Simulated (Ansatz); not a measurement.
## Nudged elastic band run: Si12O23

The input (input.yaml):

```yaml
crystal:
  lattice:
    - [-2.4984, 4.327356, 5.4576]
    - [4.9968, 0.0, 5.4576]
    - [4.9968, 8.654711, 0.0]
  atoms:
    - { symbol: Si, position: [0.75134879, 0.26920867, 0.13378758] }
    - { symbol: Si, position: [0.16634524, 0.21103842, 0.17214265] }
    - { symbol: Si, position: [0.6034906, 0.08579069, 0.97328263] }
    - { symbol: O, position: [0.98376451, 0.26584563, 0.09589542] }
    - { symbol: O, position: [0.37075258, 0.16504525, 0.04612596] }
    - { symbol: O, position: [0.13614553, 0.68725253, 0.04416945] }
    - { symbol: O, position: [0.14792896, 1.00173203, 0.2994825] }
    - { symbol: O, position: [0.7323731, 0.10114871, 0.07104113] }
    - { symbol: Si, position: [0.73194506, 0.25472808, 0.63177917] }
    - { symbol: Si, position: [0.15901399, 0.1553974, 0.6491873] }
    - { symbol: Si, position: [0.59262361, 0.06252182, 0.46559978] }
    - { symbol: O, position: [0.97157885, 0.21861512, 0.57964201] }
    - { symbol: O, position: [0.35332245, 0.09417336, 0.52080583] }
    - { symbol: O, position: [0.12320224, 0.72203851, 0.54331693] }
    - { symbol: O, position: [0.13624091, 0.97177075, 0.79604861] }
    - { symbol: O, position: [0.17143551, 0.34122073, 0.69440594] }
    - { symbol: O, position: [0.67091119, 0.09313955, 0.58827465] }
    - { symbol: Si, position: [0.23365671, 0.76700885, 0.36881854] }
    - { symbol: Si, position: [0.66370766, 0.65830178, 0.40387595] }
    - { symbol: Si, position: [0.09669664, 0.53941964, 0.21054107] }
    - { symbol: O, position: [0.47138881, 0.72969908, 0.33936606] }
    - { symbol: O, position: [0.85696918, 0.58342808, 0.28088936] }
    - { symbol: O, position: [0.64925463, 0.22538802, 0.31023017] }
    - { symbol: O, position: [0.63334725, 0.477613, 0.55170082] }
    - { symbol: O, position: [0.69283285, 0.84065644, 0.44543291] }
    - { symbol: O, position: [0.19597166, 0.61209209, 0.30199777] }
    - { symbol: Si, position: [0.24362087, 0.74747309, 0.8701937] }
    - { symbol: Si, position: [0.66010122, 0.674299, 0.91356358] }
    - { symbol: Si, position: [0.09357524, 0.56825193, 0.70524904] }
    - { symbol: O, position: [0.475802, 0.73630056, 0.84157499] }
    - { symbol: O, position: [0.8610413, 0.61674767, 0.79014634] }
    - { symbol: O, position: [0.65608536, 0.22835211, 0.80795651] }
    - { symbol: O, position: [0.63414005, 0.48546252, 0.05614495] }
    - { symbol: O, position: [0.66027662, 0.85731967, 0.96848355] }
    - { symbol: O, position: [0.22724822, 0.59404965, 0.79368806] }
basis:
  ecutwfc: 420.0
kpoints:
  mp_grid: { grid: [2, 2, 2] }
hamiltonian:
  xc: pbe
  dispersion: d3bj
  pseudopotentials: { kind: paw, azcp: { folder: soft_1 } }
scf:
  occupations: { method: fermi_dirac, width: 0.02 }
  lower_state_search: "off"
neb:
  images: 5
  f_tol: 0.05
  initial_path: linear
  max_iterations: 80
  spring: 10.0
  final_atoms:
    - { symbol: Si, position: [0.74265811, 0.25259584, 0.14440748] }
    - { symbol: Si, position: [0.17786118, 0.12520207, 0.18840203] }
    - { symbol: Si, position: [0.59383827, 0.07110011, 0.97212458] }
    - { symbol: O, position: [0.97637061, 0.18027876, 0.13584898] }
    - { symbol: O, position: [0.35755076, 0.09301292, 0.04147178] }
    - { symbol: O, position: [0.12200152, 0.6755279, 0.0376524] }
    - { symbol: O, position: [0.18725583, 1.31829491, 0.23124887] }
    - { symbol: O, position: [0.68981294, 0.10181174, 0.08452294] }
    - { symbol: Si, position: [0.72272412, 0.26583923, 0.64039716] }
    - { symbol: Si, position: [0.15963071, 0.16744694, 0.65787198] }
    - { symbol: Si, position: [0.58148343, 0.07353039, 0.47044671] }
    - { symbol: O, position: [0.96238462, 0.21617952, 0.60277144] }
    - { symbol: O, position: [0.34569357, 0.08401949, 0.53299104] }
    - { symbol: O, position: [0.11148359, 0.75573831, 0.52232715] }
    - { symbol: O, position: [0.15002223, 0.99718619, 0.81393658] }
    - { symbol: O, position: [0.18886, 0.36891585, 0.67167448] }
    - { symbol: O, position: [0.6632195, 0.1111787, 0.5882883] }
    - { symbol: Si, position: [0.2398439, 0.79870318, 0.35019984] }
    - { symbol: Si, position: [0.6663286, 0.6704758, 0.40791301] }
    - { symbol: Si, position: [0.09617947, 0.55647356, 0.209771] }
    - { symbol: O, position: [0.47573213, 0.74310336, 0.34119173] }
    - { symbol: O, position: [0.8608509, 0.59290724, 0.2874] }
    - { symbol: O, position: [0.61959325, 0.24154373, 0.31532469] }
    - { symbol: O, position: [0.63678344, 0.49161376, 0.55708334] }
    - { symbol: O, position: [0.69626452, 0.85530323, 0.44596307] }
    - { symbol: O, position: [0.2092958, 0.642638, 0.27988343] }
    - { symbol: Si, position: [0.24166529, 0.7600464, 0.87025577] }
    - { symbol: Si, position: [0.67784622, 0.66590357, 0.90599812] }
    - { symbol: Si, position: [0.09415613, 0.59630856, 0.68299793] }
    - { symbol: O, position: [0.47483036, 0.72019782, 0.85766628] }
    - { symbol: O, position: [0.86174243, 0.61660399, 0.76841841] }
    - { symbol: O, position: [0.62986437, 0.23888507, 0.81653547] }
    - { symbol: O, position: [0.68303841, 0.47755171, 0.04875739] }
    - { symbol: O, position: [0.69799886, 0.85248142, 0.94663852] }
    - { symbol: O, position: [0.2178768, 0.64199218, 0.76917258] }
  order_check: true
```

Run as:

```bash
$ ansatz run input.yaml --threads 4 --pin off --max-ram 10240MiB --backend cpu --events-out ev --progress --plain --runs-dir out
```

Output, in part (warnings, iteration lines):

```
NEB end point (image 0): max|allowed force component| = 2.659e-3 eV/Å (the criterion of neb.relax_end_points is 1.000e-2)
NEB end point (image 6): max|allowed force component| = 1.547e-2 eV/Å (the criterion of neb.relax_end_points is 1.000e-2)
NEB iter   1: max|band force component| = 2.922e2 eV/Å  barrier→ = 68.7368 eV  barrier← = 68.8883 eV  Δτ_max = 0.2000 Å  (84 SCF iters)
NEB iter   2: max|band force component| = 5.822e1 eV/Å  barrier→ = 14.1629 eV  barrier← = 14.3144 eV  Δτ_max = 0.1745 Å  (49 SCF iters)
NEB iter   3: max|band force component| = 3.631e1 eV/Å  barrier→ = 9.8559 eV  barrier← = 10.0074 eV  Δτ_max = 0.1741 Å  (43 SCF iters)
NEB iter   4: max|band force component| = 1.498e1 eV/Å  barrier→ = 6.0410 eV  barrier← = 6.1925 eV  Δτ_max = 0.1362 Å  (44 SCF iters)
NEB iter   5: max|band force component| = 6.697e0 eV/Å  barrier→ = 4.9453 eV  barrier← = 5.0968 eV  Δτ_max = 0.1616 Å  (41 SCF iters)
NEB iter   6: max|band force component| = 2.055e0 eV/Å  barrier→ = 4.4958 eV  barrier← = 4.6473 eV  Δτ_max = 0.0821 Å  (40 SCF iters)
NEB iter   7: max|band force component| = 9.221e-1 eV/Å  barrier→ = 4.3279 eV  barrier← = 4.4794 eV  Δτ_max = 0.0593 Å  (39 SCF iters)
NEB iter   8: max|band force component| = 5.549e-1 eV/Å  barrier→ = 4.1603 eV  barrier← = 4.3118 eV  Δτ_max = 0.0736 Å  (38 SCF iters)
[... lines left out ...]
Error: NEB band did not converge after 80 iterations: max|band force component| = 7.49e-1 eV/Å (threshold 5.0e-2), which iteration 37 met ahead of a move of the climbing image (`neb.f_tol`); raise `neb.max_iterations` in a new run, which can start from the last band evaluated (`neb.initial_path`, …
```

The run ended unconverged. The band force fell under the threshold earlier too, but the program's further tests of the path sent the band on. The band didn't meet its force threshold, so its energies are provisional: the largest band force was still 0.75 eV/Å, and over the last iterations the top moved between 3.45 and 3.51 eV. Limits of this set-up: no spin, though dangling bonds at a vacancy may carry it, a small cell, in which the defect meets its images, a typed lattice constant that wasn't relaxed here.

Final band (atoms are numbered from 1 in the order of the input):

| image | path coordinate (Å) | energy (eV) | Si2–Si20 (Å) | O7–Si18 (Å) | Si2–Si18 (Å) |
| --- | --- | --- | --- | --- | --- |
| 0 | 0.00 | 0.00 | 2.45 | 1.64 | 3.19 |
| 1 | 1.42 | 0.42 | 2.72 | 1.64 | 3.20 |
| 2 | 2.85 | 3.51 | 3.50 | 1.64 | 3.00 |
| 3 | 4.32 | 0.77 | 2.44 | 1.63 | 2.88 |
| 4 | 5.78 | 2.20 | 2.72 | 1.84 | 2.51 |
| 5 | 7.25 | 2.23 | 3.53 | 2.97 | 2.45 |
| 6 | 8.72 | -0.15 | 3.12 | 3.55 | 2.41 |

Time of the run: 72 min on 4 threads of Arm Neoverse V1, with other jobs on the host, peak memory 3 GiB.
